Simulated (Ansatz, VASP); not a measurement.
# SrO: VASP beside Ansatz

INCAR

```
SYSTEM = SrO
PREC = Accurate
ENCUT = 520
EDIFF = 1E-7
ISMEAR = -1
SIGMA = 0.02
LREAL = .FALSE.
LASPH = .TRUE.
NELM = 100
ALGO = Normal
ISIF = 2
LWAVE = .FALSE.
LCHARG = .FALSE.
GGA = PE
NBANDS = 24
```

File KPOINTS:

```
Automatic mesh
0
G
  12 12 6
  0 0 0
```

The input POSCAR:

```
SrO
1.0
    4.1094723339      0.0000000000      0.0000000000
   -2.0547361670      3.6979503713      0.0000000000
    0.0000000000      0.0000000000      5.1444569642
Sr O
2 2
Direct
    0.3367216022      0.6734432045      0.2500000000
    0.6632783978      0.3265567955      0.7500000000
    0.6647453949      0.3294907898      0.2500000000
    0.3352546051      0.6705092102      0.7500000000
```

Input for Ansatz:

```yaml
crystal:
  lattice:
    - [4.1094723339, 0.0, 0.0]
    - [-2.054736167, 3.6979503713, 0.0]
    - [0.0, 0.0, 5.1444569642]
  atoms:
    - { symbol: Sr, position: [0.3367216022, 0.6734432045, 0.25] }
    - { symbol: Sr, position: [0.6632783978, 0.3265567955, 0.75] }
    - { symbol: O, position: [0.6647453949, 0.3294907898, 0.25] }
    - { symbol: O, position: [0.3352546051, 0.6705092102, 0.75] }
kpoints:
  mp_grid: { grid: [12, 12, 6] }
  band_path:
    path:
      - [0.0, 0.0, 0.0]
      - [0.5, 0.0, 0.0]
      - [0.3333333333, 0.3333333333, 0.0]
      - [0.0, 0.0, 0.5]
      - [0.5, 0.0, 0.5]
      - [0.3333333333, 0.3333333333, 0.5]
    npoints: 1
hamiltonian:
  xc: pbe
scf:
  occupations: { method: fermi_dirac, width: 0.02 }
  n_extra_bands: 5
output:
  forces: true
  stress: true
  eigenvalues: true
  write_density: true
  write_potential: true
  elf: true
  volumetric_format: npy
```

Change from the starting cell: uniaxial_x strain -3.8%.

Alike in both runs: task single point; functional PBE; k mesh 12 × 12 × 6; occupations fermi-dirac, width 0.02 eV; no spin polarisation.

|  | VASP | Ansatz |
| --- | --- | --- |
| version | VASP 6.6.1 | Ansatz 0.2.0 |
| potentials or method | VASP PAW PBE potentials, release 64 (Sr_sv, O) | plane waves, PAW |
| plane-wave cutoff (eV) | 520 | 420 |
| valence electrons in the cell | 32 | 32 |

|  | VASP | Ansatz | Ansatz less VASP |
| --- | --- | --- | --- |
| gap on the k mesh at the Fermi level (eV) | 2.82 | 2.82 | +0.005 |
| pressure (GPa) | 4.8 | 4.2 | -0.57 |
| largest component of the traceless stress (GPa) | 1.13 | 1.06 | -0.072 |

A k mesh can miss the band edges.
